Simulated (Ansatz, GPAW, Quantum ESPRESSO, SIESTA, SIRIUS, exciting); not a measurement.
# One calculation of MgS, 7 ways

```
S Mg
1.0
     0.00000    2.83312    2.83312
     2.83312    0.00000    2.83312
     2.83312    2.83312    0.00000
S Mg
1 1
Direct
  0.25000 0.25000 0.25000
  0.00000 0.00000 0.00000
```

The cell comes from a database or a generator and needn't be the stable form of this composition.

Alike in all runs: task equation of state; functional PBEsol; k mesh 8 × 8 × 8; occupations fermi-dirac, width 0.05 eV; no spin polarisation; no spin-orbit coupling.

| program and potentials | plane-wave cutoff (eV) | notes | equilibrium volume (Å³/atom) | bulk modulus (GPa) |
| --- | --- | --- | --- | --- |
| Ansatz, Ansatz PAW | 420 | potentials made for PBE, which Ansatz adapts in part | 22.57 | 57.7 |
| exciting, all-electron LAPW+lo, shipped species files, valence relativity iora* | - | - | 22.58 | 57.1 |
| GPAW, PAW data sets generated for this functional | 800 | - | 22.60 | 57.9 |
| Quantum ESPRESSO, GBRV 1.5 PBEsol | 612 | - | 22.55 | 57.7 |
| Ansatz, all-electron LAPW, scalar-relativistic | - | - | 22.56 | 57.7 |
| SIESTA, files PseudoDojo sr-pbesol-0.4.1-standard, DZP (energy shift 0.003 Ry; two zetas on semicore shells) | - | atomic basis | 23.24 | 54.9 |
| SIRIUS, all-electron FP-LAPW, apw+lo standard | - | - | 22.55 | 57.8 |

The equilibrium volume spans 22.55 (Quantum ESPRESSO, GBRV 1.5 PBEsol) to 23.24 Å³/atom (SIESTA, files PseudoDojo sr-pbesol-0.4.1-standard, DZP (energy shift 0.003 Ry; two zetas on semicore shells)), with all-electron results at 22.55 to 22.58. The bulk modulus spans 54.9 (SIESTA, files PseudoDojo sr-pbesol-0.4.1-standard, DZP (energy shift 0.003 Ry; two zetas on semicore shells)) to 57.9 GPa (GPAW, PAW data sets generated for this functional), with all-electron results at 57.1 to 57.8. Rows in atomic bases carry the error of their basis and grid, which can be large.

Differences between rows come from potentials, basis sets and numerical settings, since the functional is the same but for its coding. Runs on potential files found faulty are left out.
